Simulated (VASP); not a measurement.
Wanted: the native input for a VASP 6.6.1 run.

| Item | Value |
| --- | --- |
| Task | single point |
| Functional | r2SCAN |
| Potentials or basis | VASP PAW PBE potentials, release 64 (Zr_sv, H) |
| Cutoff | 520 eV |
| k mesh | 7 × 7 × 7 |
| Occupations | methfessel-paxton, width 0.1 eV |
| Spin | no spin polarisation |
| Dipole correction | no |
| Further INCAR settings | ALGO = Normal; EDIFF = 1e-06; NBANDS = 16 |

Crystal: ZrH3.

```
CELL_PARAMETERS angstrom
3.09973 0.00000 0.00000
0.00000 3.09973 0.00000
0.00000 0.00000 3.09973
ATOMIC_POSITIONS crystal
Zr 0.00000 0.00000 0.00000
H 0.00000 0.50000 0.50000
H 0.50000 0.00000 0.50000
H 0.50000 0.50000 0.00000
```

The cell comes from a database or a generator and needn't be the stable form of this composition.

The input as run:

POSCAR

```
ZrH3
1.0
    3.0997298504      0.0000000000      0.0000000000
    0.0000000000      3.0997298504      0.0000000000
    0.0000000000      0.0000000000      3.0997298504
Zr H
1 3
Direct
    0.0000000000      0.0000000000      0.0000000000
    0.0000000000      0.5000000000      0.5000000000
    0.5000000000      0.0000000000      0.5000000000
    0.5000000000      0.5000000000      0.0000000000
```

INCAR.step1

```
SYSTEM = ZrH3
  PREC = Accurate
  ENCUT = 520
  ISMEAR = 1
  SIGMA = 0.1
  LREAL = .FALSE.
  LASPH = .TRUE.
  NELM = 80
  NBANDS = 16
  GGA = PE
  ALGO = Normal
  EDIFF = 1E-4
  LWAVE = .TRUE.
  LCHARG = .FALSE.
```

INCAR.step2

```
SYSTEM = ZrH3
  PREC = Accurate
  ENCUT = 520
  EDIFF = 1E-6
  ISMEAR = 1
  SIGMA = 0.1
  LREAL = .FALSE.
  LASPH = .TRUE.
  NELM = 80
  ALGO = Normal
  ISIF = 2
  LWAVE = .FALSE.
  LCHARG = .FALSE.
  METAGGA = R2SCAN
  LMIXTAU = .TRUE.
  NBANDS = 16
  ISTART = 1
```

KPOINTS

```
Automatic mesh
0
G
  7 7 7
  0 0 0
```

Potentials or basis: VASP PAW PBE potentials, release 64 (Zr_sv, H).

The run is started by

```sh
$ cat potpaw_PBE.64/Zr_sv/POTCAR potpaw_PBE.64/H/POTCAR > POTCAR
$ cp INCAR.step1 INCAR
$ mpirun -np 1 vasp_std > vasp.out
$ cp INCAR.step2 INCAR
$ mpirun -np 1 vasp_std > vasp.out
```

It gave:

| Item | Value |
| --- | --- |
| Pressure | 1.8 GPa |
| Band gap on the k mesh | none (metal or under the smearing width) |

Caveat: the PAW data sets were made with another functional, which shifts forces and pressure a little.

Run time: 35 s on 1 thread of Intel(R) Xeon(R) Platinum 8375C CPU @ 2.90GHz (Ice Lake), on a shared host, peak memory 0.14 GiB.
